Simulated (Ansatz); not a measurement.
# ZrO2: the cell at several levels of theory

Aim: relax ZrO2 (fluorite) with PBE and r2SCAN and see how far the functionals disagree on the cell.

The runs shown are made with Ansatz 0.2.0. PAW datasets, plane waves, zero pressure. Computed at 0 K without zero-point motion; spin polarisation is off.

### Step 1. The cell

This is the cell as the run starts from it, not yet at rest; its lengths are not the crystal's.

Space group Fm-3m (No. 225), cubic; a = 5.678 Å in the conventional setting, 15.25 Å³ an atom. Around Zr lie 8 O at 2.46 Å; around O lie 4 Zr at 2.46 Å.

Structure file:

```
Zr O
1.0
     0.00000    2.83888    2.83888
     2.83888    0.00000    2.83888
     2.83888    2.83888    0.00000
Zr O
1 2
Direct
  0.00000 0.00000 0.00000
  0.25000 0.25000 0.25000
  0.75000 0.75000 0.75000
```

### Step 2. PBE: cell and atoms

input.yaml

```yaml
crystal:
  lattice:
    - [0.0, 2.8388760067, 2.8388760067]
    - [2.8388760067, 0.0, 2.8388760067]
    - [2.8388760067, 2.8388760067, 0.0]
  atoms:
    - { symbol: Zr, position: [0.0, 0.0, 0.0] }
    - { symbol: O, position: [0.25, 0.25, 0.25] }
    - { symbol: O, position: [0.75, 0.75, 0.75] }
kpoints:
  mp_grid: { grid: [8, 8, 8] }
hamiltonian:
  xc: pbe
scf:
  occupations: { method: fermi_dirac, width: 0.02 }
relax:
  f_tol: 0.005
  cell: {}
```

Launch:

```console
$ ansatz run input.yaml --threads 2 --pin off --max-ram 2211MiB --backend cpu --events-out ev --progress --plain --runs-dir out
```

Standard output:

```text
Warning: RAYON_NUM_THREADS=2 ignored (pool sized by the plan → 2); use --threads N
Engine: ansatz 0.2.0, aarch64-unknown-linux-gnu
Pseudopotentials: kind: paw
Pseudopotential: Zr, paw, valence charge 12, recommended cutoff 420 eV (normal), Zr.paw.azcp
Pseudopotential: O, paw, valence charge 6, recommended cutoff 420 eV (normal), O.paw.azcp
Functional definition: PBE
  parameter kappa = 0.804
  parameter beta = 0.06672455060314922
  exchange = pbe_x(kappa = kappa, mu = beta*pi^2/3)
  correlation = pbe_c(beta = beta)
Crystal: 3 atoms, lattice volume = 45.758 Å³
Basis set: ecut = 420 eV, 893 PW (Γ), exchange–correlation on 54×54×54 points (8 copies of the dense FFT grid, shifted against one another)
Bands: 16, of which v1, the nominal top of the filled ones, is band 12 counted from 1 (11 counted from 0)
Symmetry: 48 space group operations
Space group: Fm-3m (ITA 225), of the structure as read, at distance tolerance 3.6e-5 Å
k-points: 29 of 512
Non-local potential: Zr, projectors of the file, l = 0: 3, l = 1: 2, l = 2: 2, l = 3: 2
Non-local potential: O, projectors of the file, l = 0: 2, l = 1: 2, l = 2: 1
PAW form: soft (Blöchl's): semilocal exchange-correlation on the pseudo side does not see the compensation charge
PAW one-centre angular grid: Zr, 590 points (default); XC on 64 Gauss nodes
PAW one-centre angular grid: O, 110 points (default); XC on 64 Gauss nodes
Initial density: superposition of atomic densities (neutral atoms: chi_scale 0, normalization atom), corrected by the library's trained network
Initial wavefunctions: pseudopotential atomic-orbital guess
Functional: x = pbe(κ = 0.804, μ = 0.2195149727645171), c = pbe(β = 0.06672455060314922)
SCF iter   1: F=—  HF=-5321.909165 eV  |F-HF|=—  |Δ(HF+E_count)|=         —  Δρ=1.91e-3  dr2=2.01e-3  ethr=1.77e-3  ⟨swp⟩=5.9  Hψ=2095  notcnv=0
preconditioner: auto → none  [insulator: Δε(μ)=2.420 eV  Ē_g=9.161 eV  σ=0.020 eV  W_gap=1.00  n_scr=14 (ndim 8)  ℏωp=22.0 eV  f_vac=0.057  D(μ)=0.00/eV (n_scr^D=0)  ε∞_Penn≈6.7]
SCF iter   2: F=—  HF=-5321.910072 eV  |F-HF|=—  |Δ(HF+E_count)|=   9.06e-4  Δρ=2.01e-3  dr2=1.68e-3  ethr=8.38e-6  ⟨swp⟩=2.3  Hψ=1133  notcnv=0
SCF iter   3: F=—  HF=-5321.909956 eV  |F-HF|=—  |Δ(HF+E_count)|=   1.16e-4  Δρ=1.03e-3  dr2=4.48e-4  ethr=6.99e-6  ⟨swp⟩=2.0  Hψ=777  notcnv=0
SCF iter   4: F=—  HF=-5321.910038 eV  |F-HF|=—  |Δ(HF+E_count)|=   8.18e-5  Δρ=4.49e-4  dr2=8.72e-5  ethr=1.87e-6  ⟨swp⟩=2.0  Hψ=586  notcnv=0
SCF iter   5: F=—  HF=-5321.910073 eV  |F-HF|=—  |Δ(HF+E_count)|=   3.49e-5  Δρ=1.05e-4  dr2=4.87e-6  ethr=3.63e-7  ⟨swp⟩=2.0  Hψ=618  notcnv=0
SCF iter   6: F=-5321.910081 eV  HF=-5321.910081 eV  |F-HF|=7.43e-8  |Δ(HF+E_count)|=   8.14e-6  Δρ=9.56e-6  dr2=4.68e-8  ethr=4.17e-10  ⟨swp⟩=3.7  Hψ=1958  notcnv=0
SCF 1 converged in 6 iterations: F = -5321.910081 eV  dr2 = 4.68e-8
relax step   1: F+E_penalty+E_count = -5321.91008103 eV  Δ(F+E_penalty+E_count) = +0.000e0 eV  max|allowed force component| = 1.735e-18 eV/Å  Δτ_max = 0.0000 Å  P = -37.740 GPa  Ω = 45.758 Å³  (6 SCF iters, dr2 threshold 1.00e-7 eV, accepted)
Crystal: 3 atoms, lattice volume = 39.387 Å³
Basis set: ecut = 420 eV, 749 PW (Γ), exchange–correlation on 54×54×54 points (8 copies of the dense FFT grid, shifted against one another)
Initial density: handed on by an earlier stage of this run
Initial wavefunctions: those handed on with the density
iter 1 solved again at ethr=3.15e-4 eV; its pass at ethr=3.10e-3 eV (dr2=7.56e-2 eV) is discarded
SCF iter   1: F=—  HF=-5323.265534 eV  |F-HF|=—  |Δ(HF+E_count)|=         —  Δρ=1.44e-2  dr2=7.66e-2  ethr=3.15e-4  ⟨swp⟩=1.0  Hψ=3103  notcnv=0
preconditioner: auto → none  [insulator: Δε(μ)=2.964 eV  Ē_g=16.070 eV  σ=0.020 eV  W_gap=1.00  n_scr=14 (ndim 8)  ℏωp=27.8 eV  f_vac=0.018  D(μ)=0.00/eV (n_scr^D=0)  ε∞_Penn≈4.0]
SCF iter   2: F=—  HF=-5323.261041 eV  |F-HF|=—  |Δ(HF+E_count)|=   4.49e-3  Δρ=1.19e-2  dr2=5.21e-2  ethr=3.15e-4  ⟨swp⟩=2.1  Hψ=814  notcnv=0
SCF iter   3: F=—  HF=-5323.250991 eV  |F-HF|=—  |Δ(HF+E_count)|=   1.01e-2  Δρ=3.07e-3  dr2=4.15e-3  ethr=2.17e-4  ⟨swp⟩=2.1  Hψ=755  notcnv=0
SCF iter   4: F=—  HF=-5323.251362 eV  |F-HF|=—  |Δ(HF+E_count)|=   3.71e-4  Δρ=8.69e-4  dr2=2.81e-4  ethr=1.73e-5  ⟨swp⟩=2.0  Hψ=748  notcnv=0
SCF iter   5: F=—  HF=-5323.251532 eV  |F-HF|=—  |Δ(HF+E_count)|=   1.70e-4  Δρ=9.40e-5  dr2=2.84e-6  ethr=1.17e-6  ⟨swp⟩=2.3  Hψ=687  notcnv=0
SCF iter   6: F=-5323.251537 eV  HF=-5323.251537 eV  |F-HF|=4.70e-8  |Δ(HF+E_count)|=   4.98e-6  Δρ=8.96e-6  dr2=1.55e-8  ethr=1.25e-9  ⟨swp⟩=4.8  Hψ=1675  notcnv=0
SCF 2 converged in 6 iterations: F = -5323.251537 eV  dr2 = 1.55e-8
relax step   2: F+E_penalty+E_count = -5323.25153705 eV  Δ(F+E_penalty+E_count) = -1.341e0 eV  max|allowed force component| = 8.674e-18 eV/Å  Δτ_max = 0.0000 Å  P = -26.590 GPa  Ω = 39.387 Å³  energy of the carried Pulay correction = +2.418e-2 eV  (6 SCF iters, dr2 threshold 3.00e-7 eV, accepted)
Crystal: 3 atoms, lattice volume = 33.637 Å³
Basis set: ecut = 420 eV, 645 PW (Γ), exchange–correlation on 54×54×54 points (8 copies of the dense FFT grid, shifted against one another)
iter 1 solved again at ethr=5.08e-4 eV; its pass at ethr=3.10e-3 eV (dr2=1.22e-1 eV) is discarded
SCF iter   1: F=—  HF=-5323.859899 eV  |F-HF|=—  |Δ(HF+E_count)|=         —  Δρ=2.06e-2  dr2=1.23e-1  ethr=5.08e-4  ⟨swp⟩=1.0  Hψ=3141  notcnv=0
preconditioner: auto → none  [insulator: Δε(μ)=3.482 eV  Ē_g=17.170 eV  σ=0.020 eV  W_gap=1.00  n_scr=14 (ndim 8)  ℏωp=30.0 eV  f_vac=0.006  D(μ)=0.00/eV (n_scr^D=0)  ε∞_Penn≈4.1]
SCF iter   2: F=—  HF=-5323.828709 eV  |F-HF|=—  |Δ(HF+E_count)|=   3.12e-2  Δρ=3.59e-3  dr2=3.74e-3  ethr=5.08e-4  ⟨swp⟩=2.0  Hψ=764  notcnv=0
SCF iter   3: F=—  HF=-5323.829782 eV  |F-HF|=—  |Δ(HF+E_count)|=   1.07e-3  Δρ=1.60e-3  dr2=5.86e-4  ethr=1.56e-5  ⟨swp⟩=2.9  Hψ=786  notcnv=0
SCF iter   4: F=—  HF=-5323.830150 eV  |F-HF|=—  |Δ(HF+E_count)|=   3.68e-4  Δρ=1.10e-4  dr2=2.44e-6  ethr=2.44e-6  ⟨swp⟩=2.1  Hψ=692  notcnv=0
SCF iter   5: F=—  HF=-5323.830158 eV  |F-HF|=—  |Δ(HF+E_count)|=   7.77e-6  Δρ=2.78e-5  dr2=1.13e-7  ethr=1.02e-8  ⟨swp⟩=2.0  Hψ=805  notcnv=0
SCF iter   6: F=-5323.830158 eV  HF=-5323.830158 eV  |F-HF|=3.96e-10  |Δ(HF+E_count)|=   2.50e-7  Δρ=2.23e-6  dr2=8.52e-10  ethr=4.72e-10  ⟨swp⟩=2.9  Hψ=1643  notcnv=0
SCF 3 converged in 6 iterations: F = -5323.830158 eV  dr2 = 8.52e-10
relax step   3: F+E_penalty+E_count = -5323.83015813 eV  Δ(F+E_penalty+E_count) = -5.786e-1 eV  max|allowed force component| = 7.132e-18 eV/Å  Δτ_max = 0.0000 Å  P = -0.390 GPa  Ω = 33.637 Å³  energy of the carried Pulay correction = +4.935e-2 eV  (6 SCF iters, dr2 threshold 3.00e-7 eV, accepted)
Crystal: 3 atoms, lattice volume = 33.564 Å³
iter 1 solved again at ethr=1.68e-7 eV; its pass at ethr=3.10e-3 eV (dr2=4.04e-5 eV) is discarded
SCF iter   1: F=—  HF=-5323.830565 eV  |F-HF|=—  |Δ(HF+E_count)|=         —  Δρ=3.35e-4  dr2=3.23e-5  ethr=1.68e-7  ⟨swp⟩=2.7  Hψ=2826  notcnv=0
preconditioner: auto → none  [insulator: Δε(μ)=3.314 eV  Ē_g=17.124 eV  σ=0.020 eV  W_gap=1.00  n_scr=14 (ndim 8)  ℏωp=30.1 eV  f_vac=0.027  D(μ)=0.00/eV (n_scr^D=0)  ε∞_Penn≈4.1]
SCF iter   2: F=—  HF=-5323.830566 eV  |F-HF|=—  |Δ(HF+E_count)|=   8.40e-7  Δρ=2.09e-4  dr2=1.30e-5  ethr=1.34e-7  ⟨swp⟩=2.0  Hψ=696  notcnv=0
SCF iter   3: F=—  HF=-5323.830563 eV  |F-HF|=—  |Δ(HF+E_count)|=   2.99e-6  Δρ=5.28e-5  dr2=9.83e-7  ethr=5.43e-8  ⟨swp⟩=2.0  Hψ=647  notcnv=0
SCF iter   4: F=-5323.830563 eV  HF=-5323.830563 eV  |F-HF|=3.15e-8  |Δ(HF+E_count)|=   5.13e-8  Δρ=1.50e-5  dr2=6.52e-8  ethr=1.25e-9  ⟨swp⟩=4.0  Hψ=1624  notcnv=0
SCF 4 converged in 4 iterations: F = -5323.830563 eV  dr2 = 6.52e-8
relax step   4: F+E_penalty+E_count = -5323.83056311 eV  Δ(F+E_penalty+E_count) = -4.050e-4 eV  max|allowed force component| = 8.481e-18 eV/Å  Δτ_max = 0.0000 Å  P = +0.115 GPa  Ω = 33.564 Å³  energy of the carried Pulay correction = +4.969e-2 eV  (4 SCF iters, dr2 threshold 3.00e-7 eV, accepted)
Crystal: 3 atoms, lattice volume = 33.580 Å³
iter 1 solved again at ethr=7.01e-9 eV; its pass at ethr=3.10e-3 eV (dr2=1.68e-6 eV) is discarded
SCF iter   1: F=—  HF=-5323.830486 eV  |F-HF|=—  |Δ(HF+E_count)|=         —  Δρ=7.33e-5  dr2=1.31e-6  ethr=7.01e-9  ⟨swp⟩=2.7  Hψ=2849  notcnv=0
preconditioner: auto → none  [insulator: Δε(μ)=3.309 eV  Ē_g=17.119 eV  σ=0.020 eV  W_gap=1.00  n_scr=14 (ndim 8)  ℏωp=30.1 eV  f_vac=0.027  D(μ)=0.00/eV (n_scr^D=0)  ε∞_Penn≈4.1]
SCF iter   2: F=—  HF=-5323.830491 eV  |F-HF|=—  |Δ(HF+E_count)|=   5.02e-6  Δρ=4.17e-5  dr2=5.59e-7  ethr=5.46e-9  ⟨swp⟩=2.0  Hψ=696  notcnv=0
SCF iter   3: F=-5323.830491 eV  HF=-5323.830491 eV  |F-HF|=1.37e-8  |Δ(HF+E_count)|=   1.38e-7  Δρ=8.67e-6  dr2=2.25e-8  ethr=1.38e-10  ⟨swp⟩=3.1  Hψ=1905  notcnv=0
SCF 5 converged in 3 iterations: F = -5323.830491 eV  dr2 = 2.25e-8
relax step   5: F+E_penalty+E_count = -5323.83049118 eV  Δ(F+E_penalty+E_count) = +7.194e-5 eV  max|allowed force component| = 1.060e-17 eV/Å  Δτ_max = 0.0000 Å  P = +0.000 GPa  Ω = 33.580 Å³  energy of the carried Pulay correction = +4.962e-2 eV  (3 SCF iters, dr2 threshold 3.30e-8 eV, accepted)
Basis set: ecut = 420 eV, 645 PW (Γ), exchange–correlation on 50×50×50 points (8 copies of the dense FFT grid, shifted against one another)
Initial wavefunctions: pseudopotential atomic-orbital guess (no wavefunctions were taken with the density)
iter 1 solved again at ethr=2.15e-7 eV; its pass at ethr=3.10e-3 eV (dr2=5.16e-5 eV) is discarded
SCF iter   1: F=—  HF=-5323.819830 eV  |F-HF|=—  |Δ(HF+E_count)|=         —  Δρ=9.19e-4  dr2=3.71e-5  ethr=2.15e-7  ⟨swp⟩=3.0  Hψ=3328  notcnv=0
preconditioner: auto → none  [insulator: Δε(μ)=3.307 eV  Ē_g=17.119 eV  σ=0.020 eV  W_gap=1.00  n_scr=14 (ndim 8)  ℏωp=30.1 eV  f_vac=0.025  D(μ)=0.00/eV (n_scr^D=0)  ε∞_Penn≈4.1]
SCF iter   2: F=—  HF=-5323.819997 eV  |F-HF|=—  |Δ(HF+E_count)|=   1.67e-4  Δρ=4.50e-4  dr2=1.82e-5  ethr=1.55e-7  ⟨swp⟩=2.0  Hψ=696  notcnv=0
SCF iter   3: F=—  HF=-5323.820013 eV  |F-HF|=—  |Δ(HF+E_count)|=   1.59e-5  Δρ=2.52e-4  dr2=8.82e-6  ethr=7.59e-8  ⟨swp⟩=2.0  Hψ=665  notcnv=0
SCF iter   4: F=—  HF=-5323.820016 eV  |F-HF|=—  |Δ(HF+E_count)|=   3.19e-6  Δρ=2.61e-5  dr2=5.31e-8  ethr=3.67e-8  ⟨swp⟩=2.0  Hψ=676  notcnv=0
SCF iter   5: F=—  HF=-5323.820017 eV  |F-HF|=—  |Δ(HF+E_count)|=   7.97e-7  Δρ=4.66e-6  dr2=1.89e-9  ethr=2.21e-10  ⟨swp⟩=2.7  Hψ=841  notcnv=0
SCF iter   6: F=—  HF=-5323.820017 eV  |F-HF|=—  |Δ(HF+E_count)|=   2.52e-9  Δρ=3.80e-7  dr2=4.68e-11  ethr=7.86e-12  ⟨swp⟩=2.9  Hψ=899  notcnv=0
SCF iter   7: F=-5323.820017 eV  HF=-5323.820017 eV  |F-HF|=1.82e-12  |Δ(HF+E_count)|=    0.00e0  Δρ=3.59e-8  dr2=1.83e-13  ethr=1.00e-12  ⟨swp⟩=5.4  Hψ=1855  notcnv=0
SCF 6 converged in 7 iterations: F = -5323.820017 eV  dr2 = 1.83e-13
relax step   6: F+E_penalty+E_count = -5323.82001677 eV  Δ(F+E_penalty+E_count) = +1.047e-2 eV  max|allowed force component| = 7.710e-18 eV/Å  Δτ_max = 0.0000 Å  P = -0.751 GPa  Ω = 33.580 Å³  stress off target by 7.51e-1 GPa  SCF on the basis re-selected at this cell (its energy is not comparable with the rows above)  (7 SCF iters)
basis re-selected at this cell: Δ(F+E_penalty+E_count) = +1.047e-2 eV, ΔP = -0.752 GPa vs the last step (what re-selecting the basis moved, of the pressure what is left beyond the Pulay correction that the steps carried, after the strain that the cell walked since its last selection, with what the two solves' SCF thresholds leave and, on support functions, any second-order correction that the steps lacked; it is no measure of the basis error at this ecutwfc). The dense FFT grid was sized anew with the basis: this SCF ran on 25×25×25 points, the steps before it on 27×27×27, so part of this shift can come from that change (see relax.cell in the input reference). This SCF's stress stands 7.51e-1 GPa from its target on what of the cell is left free (relax.cell.stress_tol is 5.00e-2 GPa) and its largest allowed force component is 7.71e-18 eV/Å (relax.f_tol is 5.00e-3 eV/Å): not within both, so this SCF does not close the relaxation
Crystal: 3 atoms, lattice volume = 33.472 Å³
iter 1 solved again at ethr=3.77e-7 eV; its pass at ethr=3.10e-3 eV (dr2=9.06e-5 eV) is discarded
SCF iter   1: F=—  HF=-5323.820627 eV  |F-HF|=—  |Δ(HF+E_count)|=         —  Δρ=5.11e-4  dr2=7.30e-5  ethr=3.77e-7  ⟨swp⟩=2.5  Hψ=2841  notcnv=0
preconditioner: auto → none  [insulator: Δε(μ)=3.322 eV  Ē_g=17.144 eV  σ=0.020 eV  W_gap=1.00  n_scr=14 (ndim 8)  ℏωp=30.1 eV  f_vac=0.025  D(μ)=0.00/eV (n_scr^D=0)  ε∞_Penn≈4.1]
SCF iter   2: F=—  HF=-5323.820727 eV  |F-HF|=—  |Δ(HF+E_count)|=   9.95e-5  Δρ=3.10e-4  dr2=2.86e-5  ethr=3.04e-7  ⟨swp⟩=2.0  Hψ=696  notcnv=0
SCF iter   3: F=—  HF=-5323.820720 eV  |F-HF|=—  |Δ(HF+E_count)|=   6.52e-6  Δρ=8.00e-5  dr2=2.17e-6  ethr=1.19e-7  ⟨swp⟩=2.0  Hψ=646  notcnv=0
SCF iter   4: F=-5323.820720 eV  HF=-5323.820720 eV  |F-HF|=7.70e-8  |Δ(HF+E_count)|=   1.30e-7  Δρ=2.30e-5  dr2=1.45e-7  ethr=1.25e-9  ⟨swp⟩=3.0  Hψ=1790  notcnv=0
SCF 7 converged in 4 iterations: F = -5323.820720 eV  dr2 = 1.45e-7
relax step   7: F+E_penalty+E_count = -5323.82072042 eV  Δ(F+E_penalty+E_count) = -7.037e-4 eV  max|allowed force component| = 1.041e-17 eV/Å  Δτ_max = 0.0000 Å  P = +0.028 GPa  Ω = 33.472 Å³  energy of the carried Pulay correction = +4.581e-4 eV  (4 SCF iters, dr2 threshold 3.00e-7 eV, accepted)
iter 1 solved again at ethr=4.06e-8 eV; its pass at ethr=3.10e-3 eV (dr2=9.73e-6 eV) is discarded
SCF iter   1: F=—  HF=-5323.820255 eV  |F-HF|=—  |Δ(HF+E_count)|=         —  Δρ=3.04e-5  dr2=1.53e-7  ethr=4.06e-8  ⟨swp⟩=3.4  Hψ=3596  notcnv=0
preconditioner: auto → none  [insulator: Δε(μ)=3.317 eV  Ē_g=17.142 eV  σ=0.020 eV  W_gap=1.00  n_scr=14 (ndim 8)  ℏωp=30.1 eV  f_vac=0.025  D(μ)=0.00/eV (n_scr^D=0)  ε∞_Penn≈4.1]
SCF iter   2: F=—  HF=-5323.820368 eV  |F-HF|=—  |Δ(HF+E_count)|=   1.12e-4  Δρ=1.54e-5  dr2=5.92e-8  ethr=6.38e-10  ⟨swp⟩=2.0  Hψ=812  notcnv=0
SCF iter   3: F=—  HF=-5323.820368 eV  |F-HF|=—  |Δ(HF+E_count)|=   5.02e-8  Δρ=1.87e-5  dr2=9.67e-8  ethr=2.47e-10  ⟨swp⟩=2.0  Hψ=696  notcnv=0
SCF iter   4: F=—  HF=-5323.820368 eV  |F-HF|=—  |Δ(HF+E_count)|=   2.21e-8  Δρ=2.06e-6  dr2=1.27e-9  ethr=2.47e-10  ⟨swp⟩=2.0  Hψ=646  notcnv=0
SCF iter   5: F=-5323.820368 eV  HF=-5323.820368 eV  |F-HF|=4.18e-11  |Δ(HF+E_count)|=  4.18e-11  Δρ=3.61e-7  dr2=1.48e-11  ethr=1.00e-12  ⟨swp⟩=4.8  Hψ=2403  notcnv=0
SCF 8 converged in 5 iterations: F = -5323.820368 eV  dr2 = 1.48e-11
relax step   8: F+E_penalty+E_count = -5323.82036756 eV  Δ(F+E_penalty+E_count) = +3.529e-4 eV  max|allowed force component| = 5.349e-18 eV/Å  Δτ_max = 0.0000 Å  P = +0.009 GPa  Ω = 33.472 Å³  stress off target by 8.70e-3 GPa  SCF on the basis re-selected at this cell (its energy is not comparable with the rows above)  (5 SCF iters)
basis re-selected at this cell: Δ(F+E_penalty+E_count) = +3.529e-4 eV, ΔP = -0.019 GPa vs the last step (what re-selecting the basis moved, of the pressure what is left beyond the Pulay correction that the steps carried, after the strain that the cell walked since its last selection, with what the two solves' SCF thresholds leave and, on support functions, any second-order correction that the steps lacked; it is no measure of the basis error at this ecutwfc). This SCF's stress stands 8.70e-3 GPa from its target on what of the cell is left free (relax.cell.stress_tol is 5.00e-2 GPa) and its largest allowed force component is 5.35e-18 eV/Å (relax.f_tol is 5.00e-3 eV/Å): within both
SCF converged after 5 iterations
Free energy (F): -5323.820368 eV
Harris-Foulkes:  -5323.820368 eV  (|F-HF|=4.18e-11)
Internal energy: -5323.820368 eV  (E = F + TS)
E sigma→0 (E₀):  -5323.820368 eV
Fermi energy:    13.570151 eV
--- Per-component energies (eV) ---
  E_band       = -66.644088
  E_kinetic    = 686.592771
  E_local      = -1151.656170  (includes V_loc(G=0)·N_el)
  E_nonlocal   = 171.103187
  E_hartree    = 379.846936
  E_xc         = -311.769535
  E_vxc        = -382.580318  (∫ρ·V_xc dr)
  E_paw        = -3268.712587  (= ΣΔE_a)
  E_vpaw       = -149.802412  (= ΣTr[D̂ρ^β])
  E_aug_tail   = 0.004986  (compensation charges beyond the density's cutoff)
  E_ewald      = -1829.229955
  E_smearing   = -0.000000  (= −TS)
  E_closure    = 0.000000  (closes the sum)
  Σ components = -5323.820368   (vs F -5323.820368, Δ=0.00e0)
--- Forces (eV/Å), atoms counted from 1 ---
  atom   1  Zr    -0.00000000     0.00000000     0.00000000
  atom   2  O      0.00000000    -0.00000000     0.00000000
  atom   3  O      0.00000000     0.00000000    -0.00000000
  max |Σ_I F_I| component: 3.04e-18 eV/Å
--- Stress (GPa, compression-positive) ---
        0.008702      -0.000000      -0.000000
        0.000000       0.008702      -0.000000
       -0.000000       0.000000       0.008702
  P = ⅓ Tr σ = 0.0087 GPa (0.087 kbar)
--- Relaxed structure (6 steps of the walk, 6 accepted, 2 SCFs on fresh bases) ---
  F+E_penalty+E_count = -5323.82036756 eV   max|allowed force component| = 5.349e-18 eV/Å   (the final SCF, on the basis selected at the relaxed cell)
  cell:  # Å, volume = 33.4718 Å³
    - [2.100845773719256e-33, 2.55789575139107, 2.55789575139107]
    - [2.55789575139107, 2.3747220204873938e-33, 2.55789575139107]
    - [2.55789575139107, 2.55789575139107, -2.1655331139806256e-34]
  atoms:
    - { symbol: Zr, position: [-1.0605312149845029e-33, 1.1252743330534588e-33, 9.144692830933444e-34] }
    - { symbol: O, position: [0.25, 0.25, 0.25] }
    - { symbol: O, position: [0.75, 0.75, 0.75] }
```

Wall time 5.8 s (2 threads of Arm Neoverse V1, shared host); peak memory 0.31 GiB.

The path of the relaxation:

| step | energy change (meV/atom) | largest force (eV/Å) | pressure (GPa) | volume (Å³/atom) |
| --- | --- | --- | --- | --- |
| 1 | 0.0 | 0.0000 | -37.74 | 15.253 |
| 2 | -447.2 | 0.0000 | -26.59 | 13.129 |
| 3 | -640.0 | 0.0000 | -0.39 | 11.212 |
| 4 | -640.2 | 0.0000 | 0.11 | 11.188 |
| 5 | -640.1 | 0.0000 | 0.00 | 11.193 |
| 6 | -636.6 | 0.0000 | -0.75 | 11.193 |
| 7 | -636.9 | 0.0000 | 0.03 | 11.157 |
| 8 | -636.8 | 0.0000 | 0.01 | 11.157 |

Steps 6, 8 solve the same cell on a plane-wave basis chosen anew, so the energy can jump there without a move.

The table lists every geometry solved, with passes on a fresh basis, whose energies don't compare exactly with the rows above.

```
                       before   after    change
                a (Å)   5.678   5.116   -9.90 %
     volume (Å³/atom)  15.253  11.157  -26.85 %
shortest distance (Å)   2.459   2.215   -9.90 %
          space group   Fm-3m   Fm-3m      same
```

[end of part 1 of 2]
